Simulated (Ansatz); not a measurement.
Born–Oppenheimer molecular dynamics of a periodic cell of 17 atoms, HW₁₆ (host W, host structure bcc, interstitial H). It starts from a partly relaxed structure (largest force component 0.08 eV/Å).

Computed with DFT PBE, scalar-relativistic, plane waves, PAW (Ansatz). Settings: cutoff 420 eV, k mesh 2x2x2, fermi-dirac smearing 0.05 eV, no spin polarisation.

```
ensemble        : NVT, Langevin thermostat
time step       : 0.75 fs
steps asked     : 280
set temperature : 1200 K
friction        : 0.01 /fs
seed            : 404538
```

First frame:

```xyz
17
Lattice="6.3200 0.0000 0.0000 0.0000 6.3200 0.0000 0.0000 0.0000 6.3200" Properties=species:S:1:pos:R:3
W -0.037 0.049 0.002
W 3.162 0.007 0.001
W -0.041 3.108 0.002
W -0.001 0.004 3.161
W 1.580 1.579 1.586
W 3.161 3.152 0.001
W 3.178 0.004 3.163
W 4.720 1.578 1.585
W -0.002 3.154 3.161
W 1.620 4.739 1.635
W 1.578 1.579 4.736
W 3.179 3.154 3.163
W 4.737 4.739 1.588
W 4.721 1.578 4.738
W 1.616 4.739 4.689
W 4.736 4.739 4.734
H 0.790 4.737 0.004
```

Q: What does the run give?

A: The run went to its last step.

| Property | Result |
| --- | --- |
| steps done | 280 |
| time covered | 210 fs |
| mean temperature over the second half | 887 K |
| spread of the potential energy over the second half | 6.2 meV per atom |
| mean potential energy of the second half above the start | 96.0 meV per atom |

The mean temperature of the second half is 26 % below the set value. A run of 0.21 ps of so small a system gives no equilibrium averages. Limits of this set-up: coarse k mesh, odd electron count without spin.

Q: What happens to the structure?

A: Mean squared displacements from the first frame to the last, about the centre of mass: W 0.01 Å², H 1.59 Å². The details hang on the random start.

Q: How do temperature and energy run in time?

A: 
```tsv
time (fs)	T (K)	potential energy less start (eV)
0.0	1129	0.000
6.8	1028	0.307
13.5	1089	0.421
20.2	878	0.876
27.0	733	1.283
33.8	669	1.726
40.5	774	1.706
47.2	596	2.046
54.0	595	2.150
60.8	662	2.241
67.5	706	2.031
74.2	851	2.050
81.0	1011	1.765
87.8	1110	1.690
94.5	941	1.803
101.2	984	1.698
108.0	878	1.846
114.8	999	1.641
121.5	781	1.771
128.2	832	1.688
135.0	860	1.587
141.8	962	1.581
148.5	1052	1.411
155.2	1093	1.653
162.0	1021	1.650
168.8	1061	1.502
175.5	874	1.579
182.2	757	1.599
189.0	784	1.717
195.8	716	1.608
202.5	751	1.593
209.2	806	1.570
```

Time of the run: 11 min on 2 threads of AMD EPYC 9R45 96-Core Processor (Zen 5) (shared host), peak memory 0.95 GiB.
